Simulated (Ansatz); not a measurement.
# Lattice vibrations of AlP at Γ at 30 GPa

Computed with Ansatz, DFT PBEsol, scalar-relativistic, plane waves, PAW. Cutoff 420 eV, 10×10×10 k-points (Γ-centred), fixed occupations. No spin polarisation. Phonons by linear response, acoustic sum rule imposed.

The cell, relaxed at 30 GPa:
```
Al P
1.0
     0.00000    2.54086    2.54086
     2.54086    0.00000    2.54086
     2.54086    2.54086    0.00000
Al P
1 1
Direct
  0.00000 0.00000 0.00000
  0.75000 0.75000 0.75000
```

Other phases may be more stable at this pressure. The bands were filled as in an insulator; under compression the gap may have closed between mesh points.

Q: Give the high-frequency dielectric tensor ε∞.

A:
```
8.43 0.00 0.00
0.00 8.43 0.00
0.00 0.00 8.43
```

Q: Give the Born effective charges.

A:
```json
{"atom": "Al (atom 1)", "Z*xx": "2.11", "Z*yy": "2.11", "Z*zz": "2.11", "mean": "2.11"}
{"atom": "P (atom 2)", "Z*xx": "-2.11", "Z*yy": "-2.11", "Z*zz": "-2.11", "mean": "-2.11"}
```

Q: How large is the static dielectric tensor with the ions free to move, and what share of it is ionic?

A:
```
9.9 0.0 0.0
0.0 9.9 0.0
0.0 0.0 9.9
```
The ions give 15 % of its trace.

Cost: 1 run of about 0.6 core-minutes, on Arm Neoverse V1 (shared hosts).